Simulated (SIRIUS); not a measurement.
# C (P4/mmm) in SIRIUS: settings compared

The runs below take C through single point, with BLYP, PW91.

Program: SIRIUS 7.10.0. These are calculated values, not measurements. Logs are shortened: lines on timing, memory, paths and dates and some standing lists are left out, and cuts for length are marked. The log counts tension as positive stress, the text compression.

## (1) The structure

The structure is tetragonal, space group P4/mmm (No. 123). Conventional cell: a = 4.255 Å, b = 4.255 Å, c = 1.282 Å, α = 90.00°, β = 90.00°, γ = 90.00°. C (site symmetry 4/mmm) has 2 C at 1.28 Å as nearest neighbours.

The cell was built by a generator and needn't be a form met in nature.

## (2) Single point, BLYP

Input file sirius.json:

```json
{
  "control": {
    "processing_unit": "cpu",
    "verbosity": 2,
    "num_bands_to_print": 8,
    "print_forces": true,
    "print_stress": true
  },
  "parameters": {
    "electronic_structure_method": "pseudopotential",
    "xc_functionals": ["XC_GGA_X_B88", "XC_GGA_C_LYP"],
    "gk_cutoff": 9.1,
    "pw_cutoff": 18.2,
    "ngridk": [6, 6, 20],
    "shiftk": [0, 0, 0],
    "smearing": "fermi_dirac",
    "smearing_width": 0.0018374661,
    "num_bands": 8,
    "num_mag_dims": 0,
    "num_dft_iter": 100,
    "energy_tol": 1e-08,
    "density_tol": 1e-06
  },
  "iterative_solver": {
    "type": "davidson",
    "min_tolerance": 1e-09,
    "tolerance_scale": [0.1, 0.25]
  },
  "mixer": {
    "type": "anderson",
    "beta": 0.7,
    "max_history": 8
  },
  "settings": {
    "tol_ne": 1e-10,
    "pseudo_grid_cutoff": 6.5
  },
  "unit_cell": {
    "lattice_vectors": [
      [8.041105913724, 0.0, 0.0],
      [0.0, 8.041105913724, 0.0],
      [0.0, 0.0, 2.423176912346]
    ],
    "atom_coordinate_units": "lattice",
    "atom_types": ["C"],
    "atom_files": {
      "C": "C.json"
    },
    "atoms": {
      "C": [
        [0.5, 0.5, 0.5]
      ]
    }
  }
}
```

Potentials or basis: PseudoDojo 0.4.1 PBE standard (scalar relativistic).

Run with:

```console
$ upf_to_json C.upf
$ OMP_NUM_THREADS=1 sirius.scf --input=sirius.json --output=out.json --task=0
```

The program printed:

```text
[info] SIRIUS version : 7.10.0
[info] number of MPI ranks           : 1
[info] MPI grid                      : 1 1
[info] maximum number of OMP threads : 1
[fft] FFT context for density and potential
[fft] =====================================
[fft]   comm size                             : 1
[fft]   plane wave cutoff                     : 18.2
[fft]   grid size                             : 50 50 18   total : 45000
[fft]   grid limits                           : -24 25   -24 25   -8 9
[fft]   number of G-vectors within the cutoff : 7946
[fft]   local number of G-vectors             : 7946
[fft]   number of G-shells                    : 1222
[fft] FFT context for coarse grid
[fft] =====================================
[fft]   comm size                             : 1
[fft]   plane wave cutoff                     : 18.2
[fft]   grid size                             : 50 50 18   total : 45000
[fft]   grid limits                           : -24 25   -24 25   -8 9
[fft]   number of G-vectors within the cutoff : 7946
[fft]   local number of G-vectors             : 7946
[fft]   number of G-shells                    : 1222
[unit cell] lattice vectors
[unit cell]   a1 :       8.0411059137      0.0000000000      0.0000000000
[unit cell]   a2 :       0.0000000000      8.0411059137      0.0000000000
[unit cell]   a3 :       0.0000000000      0.0000000000      2.4231769123
[unit cell] reciprocal lattice vectors
[unit cell]   b1 :       0.7813832294      0.0000000000      0.0000000000
[unit cell]   b2 :       0.0000000000      0.7813832294      0.0000000000
[unit cell]   b3 :       0.0000000000      0.0000000000      2.5929536037
[unit cell] unit cell volume :       156.68112724 [a.u.^3]
[unit cell] 1/sqrt(omega)    :         0.07988986
[unit cell] MT volume        :         0.00000000 ( 0.00%)
[unit cell] IT volume        :       156.68112724 (100.00%)
[unit cell] number of atom types : 1
[unit cell] type id : 0 symbol :  C mt_radius :  12.470000 num_atoms : 1
[unit cell] total number of atoms : 1
[unit cell] number of symmetry classes : 1
[unit cell] number of PAW atoms : 0
[unit cell] atom id  type id  class id             position                      vector_field
[unit cell] ------------------------------------------------------------------------------------------
[unit cell]      0        0        0      0.50000   0.50000   0.50000      0.00000   0.00000   0.00000
[unit cell] atom id         position (Cartesian, a.u.)
[unit cell] ---------------------------------------------
[unit cell]      0       4.020553    4.020553    1.211588
[unit cell] class id : 0 atom id : 0
[unit cell] minimum bond length:     2.423177
[unit cell] total number of pseudo wave-functions: 4
[sym] space group number   : 123
[sym] international symbol : P4/mmm
[sym] Hall symbol          : -P 4 2
[sym] space group transformation matrix :
[sym]   1.0000  0.0000  0.0000
[sym]   0.0000  1.0000  0.0000
[sym]   0.0000  0.0000  1.0000
[sym] space group origin shift :
[sym]   0.0000  0.0000  0.0000
[sym] number of space group operations  : 16
[sym] number of magnetic group operations : 16
[sym] metric tensor error: 0.0000e+00
[sym] rotation matrix error: 0.0000e+00
[sym] symmetry operations
[... list of symmetry operations ...]
[... 162 lines left out ...]
[find] band gap (eV)                  :       0.00000000
[find] Efermi                         :      -0.00173824
[find] iteration : 1, RMS : 2.904917514129e-03, energy difference : -1.476251513381e-02
[find] Hartree energy of density residual : 3.476065140219e-04
[find] | SCF iteration   2 out of 100|
[diagonalize] iterative solver tolerance (occupied, empty): 0.000290492 0.000290492
[diagonalize] average number of iterations: 2.25455
[... levels, occupations and energy terms ...]
[find] Total energy                   :      -5.96525868 (Ha),     -11.93051735 (Ry)
[find] Free energy (E-TS)             :      -5.96550052 (Ha),     -11.93100103 (Ry)
[find] band gap (eV)                  :       0.00000000
[find] Efermi                         :      -0.02230886
[find] iteration : 2, RMS : 6.922304206597e-04, energy difference : -5.400952534851e-04
[find] Hartree energy of density residual : 3.171073116846e-06
[find] | SCF iteration   3 out of 100|
[diagonalize] iterative solver tolerance (occupied, empty): 6.9223e-05 6.9223e-05
[diagonalize] average number of iterations: 2.12727
[find] Total energy                   :      -5.96527545 (Ha),     -11.93055090 (Ry)
[find] Free energy (E-TS)             :      -5.96551424 (Ha),     -11.93102849 (Ry)
[find] band gap (eV)                  :       0.00000000
[find] Efermi                         :      -0.02004829
[find] iteration : 3, RMS : 4.197401501049e-05, energy difference : -1.677202421035e-05
[find] Hartree energy of density residual : 9.132750600777e-08
[find] | SCF iteration   4 out of 100|
[diagonalize] iterative solver tolerance (occupied, empty): 4.1974e-06 4.1974e-06
[... 37 lines left out ...]
[find] Total energy                   :      -5.96527585 (Ha),     -11.93055169 (Ry)
[find] Free energy (E-TS)             :      -5.96551500 (Ha),     -11.93103000 (Ry)
[find] band gap (eV)                  :       0.00000000
[find] Efermi                         :      -0.02027788
[find] iteration : 8, RMS : 4.341472638249e-07, energy difference : -2.313063518500e-09
[find] Hartree energy of density residual : 1.998056918674e-12
[find] | SCF iteration   9 out of 100|
[diagonalize] iterative solver tolerance (occupied, empty): 4.09902e-09 4.09902e-09
[diagonalize] average number of iterations: 2.35455
[find] Total energy                   :      -5.96527585 (Ha),     -11.93055169 (Ry)
[find] Free energy (E-TS)             :      -5.96551500 (Ha),     -11.93103000 (Ry)
[find] band gap (eV)                  :       0.00000000
[find] Efermi                         :      -0.02027851
[find] iteration : 9, RMS : 1.700393855661e-07, energy difference : 1.277016714596e-09
[find] Hartree energy of density residual : 1.472213621911e-12
[find] bands are converged : true
[find] iterative solver converged : false
[find] +------------------------------+
[find] | SCF iteration  10 out of 100|
[find] +------------------------------+
[diagonalize] iterative solver tolerance (occupied, empty): 1.02476e-09 1.02476e-09
[diagonalize] average number of iterations: 2.35455
[diagonalize] Lowest band energies
[diagonalize] ik:    0   -0.619303   -0.209504   -0.209504    0.116448    0.273695    0.441530    0.441530    0.479750
[diagonalize] ik:    1   -0.618970   -0.213430   -0.209155    0.129295    0.273129    0.402288    0.416670    0.530456
[diagonalize] ik:    2   -0.618297   -0.220864   -0.208449    0.162700    0.251671    0.367656    0.421524    0.577046
[diagonalize] ik:    3   -0.617959   -0.224397   -0.208094    0.203771    0.210987    0.355509    0.471120    0.500510
[diagonalize] ik:    4   -0.618640   -0.213303   -0.212688    0.141587    0.277699    0.344964    0.474097    0.513986
[diagonalize] ...
[diagonalize] ik:  105   -0.359317    0.297486    0.386788    0.388888    0.808138    0.840390    0.984058    1.002391
[diagonalize] ik:  106   -0.359300    0.298065    0.385823    0.388985    0.799770    0.842423    1.002396    1.011835
[diagonalize] ik:  107   -0.359285    0.298578    0.387007    0.387032    0.811704    0.819012    1.014549    1.034228
[diagonalize] ik:  108   -0.359268    0.299139    0.386069    0.387134    0.806241    0.818770    1.024317    1.058995
[diagonalize] ik:  109   -0.359252    0.299691    0.386192    0.386192    0.809809    0.809809    1.035812    1.041730
[find] Charges and magnetic moments
[find] --------------------------------------------------------------------------------
[find] total charge          : 4.000000
[find] Energy
[find] --------------------------------------------------------------------------------
[find] valence_eval_sum               :      -1.29885337
[find] <rho|V^{XC}>                   :      -2.23427513
[find] <rho|E^{XC}>                   :      -2.07671621
[find] <mag|B^{XC}>                   :       0.00000000
[find] <rho|V^{H}>                    :       6.65054332
[find] one-electron contribution      :      -5.71512156 (Ha),     -11.43024311 (Ry)
[find] hartree contribution           :       3.32527166
[find] xc contribution                :      -2.07671621
[find] ewald contribution             :      -1.49870868
[find] PAW contribution               :       0.00000000
[find] smearing (-TS)                 :      -0.00023915
[find] SCF correction                 :      -0.00000106
[find] Total energy                   :      -5.96527585 (Ha),     -11.93055169 (Ry)
[find] Free energy (E-TS)             :      -5.96551500 (Ha),     -11.93103000 (Ry)
[find] band gap (eV)                  :       0.00000000
[find] Efermi                         :      -0.02027794
[find] iteration : 10, RMS : 1.183484876499e-07, energy difference : -1.077879119293e-09
[find] Hartree energy of density residual : 1.063333252803e-13
[find] bands are converged : false
[find] iterative solver converged : true
[find] converged after 11 SCF iterations!
[find] Charges and magnetic moments
[find] --------------------------------------------------------------------------------
[find] total charge          : 4.000000
[find] Energy
[find] --------------------------------------------------------------------------------
[find] valence_eval_sum               :      -1.29885337
[find] <rho|V^{XC}>                   :      -2.23427513
[find] <rho|E^{XC}>                   :      -2.07671621
[find] <mag|B^{XC}>                   :       0.00000000
[find] <rho|V^{H}>                    :       6.65054332
[find] one-electron contribution      :      -5.71512156 (Ha),     -11.43024311 (Ry)
[find] hartree contribution           :       3.32527166
[find] xc contribution                :      -2.07671621
[find] ewald contribution             :      -1.49870868
[find] PAW contribution               :       0.00000000
[find] smearing (-TS)                 :      -0.00023915
[find] SCF correction                 :      -0.00000106
[find] Total energy                   :      -5.96527585 (Ha),     -11.93055169 (Ry)
[find] Free energy (E-TS)             :      -5.96551500 (Ha),     -11.93103000 (Ry)
[find] band gap (eV)                  :       0.00000000
[find] Efermi                         :      -0.02027794
[ground_state] === stress tensor components [kbar] ===
[ground_state] === stress_kin ===
[ground_state] -5658.463742    0.000000   -0.000000
[ground_state]     0.000000-5658.463742   -0.000000
[ground_state]    -0.000000   -0.000000-4221.709754
[ground_state] === stress_har ===
[ground_state]    -3.136494    0.000000   -0.000000
[ground_state]     0.000000   -3.136494   -0.000000
[ground_state]    -0.000000   -0.000000-6237.801128
[ground_state] === stress_ewald ===
[ground_state]  6199.344415    0.000000    0.000000
[ground_state]     0.000000 6199.344415    0.000000
[ground_state]     0.000000    0.000000-9584.468205
[ground_state] === stress_vloc ===
[ground_state] -2190.757013    0.000000    0.000000
[ground_state]     0.000000-2190.757013    0.000000
[ground_state]     0.000000    0.00000018384.287235
[ground_state] === stress_xc ===
[ground_state]   429.178595    0.000000   -0.000000
[ground_state]     0.000000  429.178595    0.000000
[ground_state]    -0.000000    0.000000  308.963591
[ground_state] === stress_core ===
[ground_state]   754.510637    0.000000    0.000000
[ground_state]     0.000000  754.510637    0.000000
[ground_state]     0.000000    0.000000  790.470792
[ground_state] === stress_nonloc ===
[ground_state]   471.759304    0.000000    0.000000
[ground_state]     0.000000  471.759304   -0.000000
[ground_state]     0.000000   -0.000000  520.052469
[ground_state] === stress_us_nl ===
[ground_state]   471.759304    0.000000    0.000000
[ground_state]     0.000000  471.759304   -0.000000
[ground_state]     0.000000   -0.000000  520.052469
[ground_state] === stress_total ===
[ground_state]     2.435702    0.000000   -0.000000
[ground_state]     0.000000    2.435702   -0.000000
[ground_state]    -0.000000   -0.000000  -40.205001
[ground_state] ==== total Forces in Ha/bohr =====
[ground_state] atom:    0, force:       0.0000000      0.0000000      0.0000000
[... 8 lines left out ...]
[ground_state] ==== Ewald forces from ions =====
[ground_state] atom:    0, force:       0.0000000      0.0000000      0.0000000
[~DFT_ground_state] local op. applied: 25812
[~DFT_ground_state] evp. work count: 14303.6
[~DFT_ground_state] number of iterative solver steps: 3850
```

It took 25 s on 1 thread of Arm Neoverse V2, shared host; peak memory 0.29 GiB.

What came out:

| Property | Result |
| --- | --- |
| Free energy | -162.3299 eV |
| Pressure | 1.2 GPa |
| Band gap on the k mesh | none (metal or under the smearing width) |

Stress tensor (GPa, compression positive):
```
-0.24  0.00  0.00
 0.00 -0.24  0.00
 0.00  0.00  4.02
```

Caveat: the potentials were made for another functional, which shifts forces and pressure.

## (3) Single point, PW91

sirius.json: that of step 2 with these lines changed.

```diff
@@ -10,3 +10,3 @@
     "electronic_structure_method": "pseudopotential",
-    "xc_functionals": ["XC_GGA_X_B88", "XC_GGA_C_LYP"],
+    "xc_functionals": ["XC_GGA_X_PW91", "XC_GGA_C_PW91"],
     "gk_cutoff": 9.1,
@@ -39,6 +39,7 @@
     "lattice_vectors": [
-      [8.041105913724, 0.0, 0.0],
-      [0.0, 8.041105913724, 0.0],
-      [0.0, 0.0, 2.423176912346]
+      [1.0, 0.0, 0.0],
+      [0.0, 1.0, 0.0],
+      [0.0, 0.0, 0.301348712272]
     ],
+    "lattice_vectors_scale": 8.0411059137,
     "atom_coordinate_units": "lattice",
```

Potentials or basis: PseudoDojo 0.4.1 PBE standard (scalar relativistic).

Run with:

```console
$ upf_to_json C.upf
$ OMP_NUM_THREADS=1 sirius.scf --input=sirius.json --output=out.json --task=0
```

Run time: 24 s. Hardware: 1 thread of Arm Neoverse V2, shared host; peak memory 0.29 GiB.

It converged, with:

```yaml
Free_energy: -163.2010 eV
Pressure: 0.0 GPa
Band_gap_on_the_k_mesh: none (metal or under the smearing width)
```

Stress tensor (GPa, compression positive):
```
-0.42  0.00  0.00
 0.00 -0.42  0.00
 0.00  0.00  0.79
```

Caveat: the potentials were made for another functional, which shifts forces and pressure.
